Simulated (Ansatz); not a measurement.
# Mo (Im-3m) in Ansatz: further runs

The runs below take Mo through single point, with PBE.

Everything below comes from runs of Ansatz 0.2.0. Logs are shortened: lines on timing, memory, paths and dates and some standing lists are left out, and cuts for length are marked.

## (1) Starting point

The structure is cubic, space group Im-3m (No. 229). The conventional cell has a = 3.168 Å, b = 3.168 Å, c = 3.168 Å, α = 90.00°, β = 90.00°, γ = 90.00°. Mo (site symmetry m-3m) has 8 Mo at 2.74 Å as nearest neighbours.

## (2) Single point, PBE

Input file input.yaml:

```yaml
crystal:
  lattice:
    - [-1.5838089719, 1.5838089719, 1.5838089719]
    - [1.5838089719, -1.5838089719, 1.5838089719]
    - [1.5838089719, 1.5838089719, -1.5838089719]
  atoms:
    - { symbol: Mo, position: [0.0, 0.0, 0.0] }
hamiltonian:
  xc: pbe
  pseudopotentials: { kind: paw }
kpoints:
  mp_grid: { grid: [12, 12, 12] }
scf:
  occupations: { method: gaussian, width: 0.014 }
output:
  forces: true
  stress: true
  eigenvalues: true
```

Potentials or basis: Ansatz PAW.

Started as:

```
ansatz run input.yaml --threads 2 --pin off --max-ram 5632MiB --backend cpu --events-out ev --progress --plain --runs-dir out
```

The program printed:

```text
Warning: RAYON_NUM_THREADS=2 ignored (pool sized by the plan → 2); use --threads N
Engine: ansatz 0.2.0, x86_64-unknown-linux-gnu
Pseudopotentials: kind: paw
Pseudopotential: Mo, paw, valence charge 14, recommended cutoff 420 eV (normal), Mo.paw.azcp
Functional definition: PBE
  parameter kappa = 0.804
  parameter beta = 0.06672455060314922
  exchange = pbe_x(kappa = kappa, mu = beta*pi^2/3)
  correlation = pbe_c(beta = beta)
Crystal: 1 atoms, lattice volume = 15.892 Å³
Basis set: ecut = 420 eV, 321 PW (Γ), exchange–correlation on 40×40×40 points (8 copies of the dense FFT grid, shifted against one another)
Bands: 11, of which v1, the nominal top of the filled ones, is band 7 counted from 1 (6 counted from 0)
Symmetry: 48 space group operations
Space group: Im-3m (ITA 229), of the structure as read, at distance tolerance 2.5e-5 Å
k-points: 72 of 1728
Non-local potential: Mo, projectors of the file, l = 0: 3, l = 1: 2, l = 2: 2, l = 3: 1
PAW form: soft (Blöchl's): semilocal exchange-correlation on the pseudo side does not see the compensation charge
PAW one-centre angular grid: Mo, 590 points (default); XC on 64 Gauss nodes
Initial density: superposition of atomic densities (neutral atoms: chi_scale 0, normalization atom), corrected by the library's trained network
Initial wavefunctions: pseudopotential atomic-orbital guess
Functional: x = pbe(κ = 0.804, μ = 0.2195149727645171), c = pbe(β = 0.06672455060314922)
SCF iter   1: F=—  HF=-4956.035701 eV  |F-HF|=—  |Δ(HF+E_count)|=         —  Δρ=2.09e-3  dr2=3.94e-4  ethr=1.77e-3  ⟨swp⟩=5.7  Hψ=4720  notcnv=0
preconditioner: auto → none  [insulator: Δε(μ)=0.069 eV  Ē_g=8.198 eV  σ=0.014 eV  W_gap=0.51  n_scr=0 (ndim 8)  ℏωp=22.8 eV  f_vac=0.000  D(μ)=0.62/eV (n_scr^D=0)  ε∞_Penn≈8.7]
SCF iter   2: F=—  HF=-4956.035778 eV  |F-HF|=—  |Δ(HF+E_count)|=   7.70e-5  Δρ=1.07e-3  dr2=6.89e-5  ethr=2.82e-6  ⟨swp⟩=2.6  Hψ=2066  notcnv=0  defer=4
SCF iter   3: F=—  HF=-4956.035798 eV  |F-HF|=—  |Δ(HF+E_count)|=   2.00e-5  Δρ=2.52e-4  dr2=6.53e-6  ethr=4.92e-7  ⟨swp⟩=2.3  Hψ=1285  notcnv=0  defer=4
SCF iter   4: F=—  HF=-4956.035799 eV  |F-HF|=—  |Δ(HF+E_count)|=   6.70e-7  Δρ=5.26e-5  dr2=1.57e-7  ethr=4.67e-8  ⟨swp⟩=2.0  Hψ=963  notcnv=0  defer=4
iter 5 did not close the SCF: its close was put off for the readings that it lacked (scf_convergence_deferred on its scf_iter line)
SCF iter   5: F=-4956.035799 eV  HF=-4956.035799 eV  |F-HF|=1.69e-8  |Δ(HF+E_count)|=  5.03e-10  Δρ=1.94e-5  dr2=2.38e-8  ethr=1.12e-9  ⟨swp⟩=2.0  Hψ=1286  notcnv=0  defer=4
SCF iter   6: F=-4956.035799 eV  HF=-4956.035799 eV  |F-HF|=1.88e-9  |Δ(HF+E_count)|=   8.05e-9  Δρ=7.11e-6  dr2=2.72e-9  ethr=1.70e-10  ⟨swp⟩=2.3  Hψ=2718  notcnv=0
SCF 1 converged in 6 iterations: F = -4956.035799 eV  dr2 = 2.72e-9
SCF converged after 6 iterations
Free energy (F): -4956.035799 eV
Harris-Foulkes:  -4956.035799 eV  (|F-HF|=1.88e-9)
Internal energy: -4956.035743 eV  (E = F + TS)
E sigma→0 (E₀):  -4956.035771 eV
Entropy (-TS):   -0.000056 eV (-0.056 meV/atom)
Fermi energy:    20.645622 eV
--- Per-component energies (eV) ---
  E_band       = -60.242050
  E_kinetic    = 440.313385
  E_local      = -795.708237  (includes V_loc(G=0)·N_el)
  E_nonlocal   = 142.514665
  E_hartree    = 262.653124
  E_xc         = -183.392826
  E_vxc        = -228.878600  (∫ρ·V_xc dr)
  E_paw        = -3201.147201  (= ΣΔE_a)
  E_vpaw       = -143.788394  (= ΣTr[D̂ρ^β])
  E_aug_tail   = 0.000043  (compensation charges beyond the density's cutoff)
  E_ewald      = -1621.268694
  E_smearing   = -0.000056  (= −TS)
  E_closure    = -0.000000  (closes the sum)
  Σ components = -4956.035799   (vs F -4956.035799, Δ=0.00e0)
--- Forces (eV/Å), atoms counted from 1 ---
  atom   1  Mo    -0.00000000     0.00000000    -0.00000000
  max |Σ_I F_I| component: 3.49e-32 eV/Å
--- Stress (GPa, compression-positive) ---
       -1.935192       0.000000      -0.000000
        0.000000      -1.935192       0.000000
        0.000000       0.000000      -1.935192
  P = ⅓ Tr σ = -1.9352 GPa (-19.352 kbar)
--- Band table (eV; the first three rows and the last of 72) ---
  k-point 0: bands = ["-40.5756", "-13.8721", "-13.8721", "-13.8721", "13.5307", "19.3720", "19.3720", "19.3720", "22.3337", "22.3337", "35.3743"]
  k-point 1: bands = ["-40.5593", "-13.9671", "-13.9016", "-13.8728", "13.8289", "19.2064", "19.3412", "19.6532", "22.1039", "22.3396", "35.5838"]
  k-point 2: bands = ["-40.5147", "-14.2217", "-13.9812", "-13.8746", "14.6190", "18.7849", "19.1960", "20.4702", "21.7790", "22.3794", "35.8731"]
  k-point 71: bands = ["-40.1537", "-14.7899", "-14.7899", "-14.7899", "15.3949", "15.3949", "24.5877", "24.5877", "24.5877", "29.6275", "29.6275"]
```

Run time: 0.72 s. Hardware: 2 threads of Intel Xeon at 2.70GHz, shared host; peak memory 0.29 GiB.

Results:

```
Free energy            : -4956.0358 eV
Pressure               : -1.9 GPa
Band gap on the k mesh : none (metal or under the smearing width)
```

Levels at points of the mesh, in eV from the Fermi level:
| k point | band 4 | band 5 | band 6 | band 7 | band 8 | band 9 | band 10 | band 11 |
| --- | --- | --- | --- | --- | --- | --- | --- | --- |
| (0.00, 0.00, 0.00) | -34.52 | -7.11 | -1.27 | -1.27 | -1.27 | 1.69 | 1.69 | 14.73 |
| (0.00, 0.00, -0.50) | -34.53 | -5.16 | -3.26 | 1.62 | 1.71 | 2.32 | 4.68 | 11.43 |
| (-0.50, -0.50, -0.50) | -35.44 | -5.25 | -5.25 | 3.94 | 3.94 | 3.94 | 8.98 | 8.98 |

## (3) Single point, PBE

input.yaml: that of step 2 with these lines changed.

```diff
@@ -13,3 +13,3 @@
 scf:
-  occupations: { method: gaussian, width: 0.014 }
+  occupations: { method: gaussian, width: 0.015 }
 output:
```

Potentials or basis: Ansatz PAW.

Started as:

```
ansatz run input.yaml --threads 2 --pin off --max-ram 5632MiB --backend cpu --events-out ev --progress --plain --runs-dir out
```

The program printed:

```text
Warning: RAYON_NUM_THREADS=2 ignored (pool sized by the plan → 2); use --threads N
Engine: ansatz 0.2.0, x86_64-unknown-linux-gnu
Pseudopotentials: kind: paw
Pseudopotential: Mo, paw, valence charge 14, recommended cutoff 420 eV (normal), Mo.paw.azcp
Functional definition: PBE
  parameter kappa = 0.804
  parameter beta = 0.06672455060314922
  exchange = pbe_x(kappa = kappa, mu = beta*pi^2/3)
  correlation = pbe_c(beta = beta)
Crystal: 1 atoms, lattice volume = 15.892 Å³
Basis set: ecut = 420 eV, 321 PW (Γ), exchange–correlation on 40×40×40 points (8 copies of the dense FFT grid, shifted against one another)
Bands: 11, of which v1, the nominal top of the filled ones, is band 7 counted from 1 (6 counted from 0)
Symmetry: 48 space group operations
Space group: Im-3m (ITA 229), of the structure as read, at distance tolerance 2.5e-5 Å
k-points: 72 of 1728
Non-local potential: Mo, projectors of the file, l = 0: 3, l = 1: 2, l = 2: 2, l = 3: 1
PAW form: soft (Blöchl's): semilocal exchange-correlation on the pseudo side does not see the compensation charge
PAW one-centre angular grid: Mo, 590 points (default); XC on 64 Gauss nodes
Initial density: superposition of atomic densities (neutral atoms: chi_scale 0, normalization atom), corrected by the library's trained network
Initial wavefunctions: pseudopotential atomic-orbital guess
Functional: x = pbe(κ = 0.804, μ = 0.2195149727645171), c = pbe(β = 0.06672455060314922)
SCF iter   1: F=—  HF=-4956.035706 eV  |F-HF|=—  |Δ(HF+E_count)|=         —  Δρ=2.09e-3  dr2=3.95e-4  ethr=1.77e-3  ⟨swp⟩=5.7  Hψ=4720  notcnv=0
preconditioner: auto → none  [insulator: Δε(μ)=0.069 eV  Ē_g=8.198 eV  σ=0.015 eV  W_gap=0.52  n_scr=0 (ndim 8)  ℏωp=22.8 eV  f_vac=0.000  D(μ)=0.60/eV (n_scr^D=0)  ε∞_Penn≈8.7]
SCF iter   2: F=—  HF=-4956.035783 eV  |F-HF|=—  |Δ(HF+E_count)|=   7.67e-5  Δρ=1.07e-3  dr2=6.90e-5  ethr=2.82e-6  ⟨swp⟩=2.6  Hψ=2049  notcnv=0  defer=4
SCF iter   3: F=—  HF=-4956.035803 eV  |F-HF|=—  |Δ(HF+E_count)|=   1.99e-5  Δρ=2.53e-4  dr2=6.56e-6  ethr=4.93e-7  ⟨swp⟩=2.3  Hψ=1285  notcnv=0  defer=4
SCF iter   4: F=—  HF=-4956.035803 eV  |F-HF|=—  |Δ(HF+E_count)|=   6.96e-7  Δρ=5.26e-5  dr2=1.57e-7  ethr=4.69e-8  ⟨swp⟩=2.0  Hψ=963  notcnv=0  defer=4
iter 5 did not close the SCF: its close was put off for the readings that it lacked (scf_convergence_deferred on its scf_iter line)
SCF iter   5: F=-4956.035803 eV  HF=-4956.035803 eV  |F-HF|=1.73e-8  |Δ(HF+E_count)|=  2.28e-10  Δρ=1.96e-5  dr2=2.42e-8  ethr=1.12e-9  ⟨swp⟩=2.0  Hψ=1286  notcnv=0  defer=4
SCF iter   6: F=-4956.035803 eV  HF=-4956.035803 eV  |F-HF|=1.92e-9  |Δ(HF+E_count)|=   7.95e-9  Δρ=7.16e-6  dr2=2.78e-9  ethr=1.73e-10  ⟨swp⟩=2.3  Hψ=2721  notcnv=0
SCF 1 converged in 6 iterations: F = -4956.035803 eV  dr2 = 2.78e-9
SCF converged after 6 iterations
Free energy (F): -4956.035803 eV
Harris-Foulkes:  -4956.035803 eV  (|F-HF|=1.92e-9)
Internal energy: -4956.035741 eV  (E = F + TS)
E sigma→0 (E₀):  -4956.035772 eV
Entropy (-TS):   -0.000062 eV (-0.062 meV/atom)
Fermi energy:    20.645699 eV
--- Per-component energies (eV) ---
  E_band       = -60.242279
  E_kinetic    = 440.313312
  E_local      = -795.707841  (includes V_loc(G=0)·N_el)
  E_nonlocal   = 142.514544
  E_hartree    = 262.652888
  E_xc         = -183.392827
  E_vxc        = -228.878600  (∫ρ·V_xc dr)
  E_paw        = -3201.147167  (= ΣΔE_a)
  E_vpaw       = -143.788339  (= ΣTr[D̂ρ^β])
  E_aug_tail   = 0.000043  (compensation charges beyond the density's cutoff)
  E_ewald      = -1621.268694
  E_smearing   = -0.000062  (= −TS)
  E_closure    = 0.000000  (closes the sum)
  Σ components = -4956.035803   (vs F -4956.035803, Δ=0.00e0)
--- Forces (eV/Å), atoms counted from 1 ---
  atom   1  Mo    -0.00000000     0.00000000    -0.00000000
  max |Σ_I F_I| component: 5.75e-32 eV/Å
--- Stress (GPa, compression-positive) ---
       -1.934504       0.000000       0.000000
        0.000000      -1.934504      -0.000000
       -0.000000      -0.000000      -1.934504
  P = ⅓ Tr σ = -1.9345 GPa (-19.345 kbar)
--- Band table (eV; the first three rows and the last of 72) ---
  k-point 0: bands = ["-40.5756", "-13.8722", "-13.8722", "-13.8722", "13.5307", "19.3720", "19.3720", "19.3720", "22.3336", "22.3336", "35.3743"]
  k-point 1: bands = ["-40.5593", "-13.9671", "-13.9016", "-13.8728", "13.8289", "19.2064", "19.3412", "19.6532", "22.1038", "22.3396", "35.5838"]
  k-point 2: bands = ["-40.5147", "-14.2218", "-13.9812", "-13.8746", "14.6190", "18.7849", "19.1960", "20.4702", "21.7790", "22.3794", "35.8731"]
  k-point 71: bands = ["-40.1538", "-14.7899", "-14.7899", "-14.7899", "15.3949", "15.3949", "24.5877", "24.5877", "24.5877", "29.6275", "29.6275"]
```

Run time: 0.78 s. Hardware: 2 threads of Intel Xeon at 2.70GHz, shared host; peak memory 0.29 GiB.

What came out:

| Item | Value |
| --- | --- |
| Free energy | -4956.0358 eV |
| Pressure | -1.9 GPa |
| Band gap on the k mesh | none (metal or under the smearing width) |
